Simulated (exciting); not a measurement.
KI:

```xyz
2
Lattice="4.2912 0.0000 0.0000 0.0000 4.2912 0.0000 0.0000 0.0000 4.2912" Properties=species:S:1:pos:R:3 pbc="T T T"
I     2.1456    2.1456    2.1456
K     0.0000    0.0000    0.0000
```

Measurements of this composition are mostly on another form, of space group No. 225.

Base run:

- Program: exciting (release sodium)
- Functional: PBE
- Potentials or basis: all-electron LAPW+lo, shipped species files, valence relativity iora*
- rgkmax: 8.6
- k mesh: 6 × 6 × 6
- Occupations: gaussian, width 0.05 eV
- Spin: no spin polarisation

Its results: band gap on the k mesh 3.34 eV, indirect (least direct gap 3.70 eV).

Task: The run is repeated on the same cell with these changes: functional from PBE to PBEsol; occupations from gaussian, width 0.05 eV to fermi-dirac, width 0.1 eV. What comes out?

Result: Band gap on the k mesh 3.19 eV, indirect (least direct gap 3.56 eV).

Caveats: spin-orbit coupling is left out, which moves the levels of the heavy elements; the tetrahedron DOS on this energy grid can lose part of the weight of narrow d or f bands (some runs).
